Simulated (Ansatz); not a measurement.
# How far is PAW off for KCl?

```
K Cl
1.0
     0.00000    3.15610    3.15610
     3.15610    0.00000    3.15610
     3.15610    3.15610    0.00000
K Cl
1 1
Direct
  0.00000 0.00000 0.00000
  0.50000 0.50000 0.50000
```

Atom numbers follow the list: K1, Cl2.

The cell is a measured one (Crystallography Open Database entry 9003114); the temperature and pressure of the measurement aren't taken into account, and nothing was relaxed.

Methods: DFT, PBEsol, PAW with Ansatz's default frozen-core files, scalar-relativistic (Ansatz 0.2.0); DFT, PBEsol, all-electron PAW with datasets made for the crystal, scalar-relativistic (Ansatz 0.2.0); DFT, PBEsol, all-electron LAPW, scalar-relativistic (Ansatz 0.2.0).

For PAW: a Γ-centred 7×7×7 k mesh, Fermi–Dirac smearing of 0.03 eV, cutoff 420 eV, no spin polarisation; the PAW files were made with PBE, and the program remakes their frozen cores for this functional. The crystal-made all-electron datasets (AE datasets) take a cutoff of 220 eV at this cell. LAPW targets a basis error of 0.5 meV/atom. The Ansatz runs share mesh, smearing and spin set-up. Plane-wave (PAW) pressures include the program's estimate of the Pulay term.

Stress and pressure are positive in compression.

Levels count from the top of the valence band.

```
                      quantity     PAW  AE datasets    LAPW
                pressure (GPa)   -0.56        -0.56   -0.56
                 band gap (eV)   4.998        4.998   4.997
highest filled level at X (eV)  -0.226       -0.226  -0.226
  lowest empty level at X (eV)   6.405        6.404   6.404
highest filled level at L (eV)  -0.326       -0.326  -0.326
  lowest empty level at L (eV)   7.391        7.391   7.391
highest filled level at W (eV)  -0.480       -0.480  -0.480
  lowest empty level at W (eV)   7.892        7.892   7.891
```
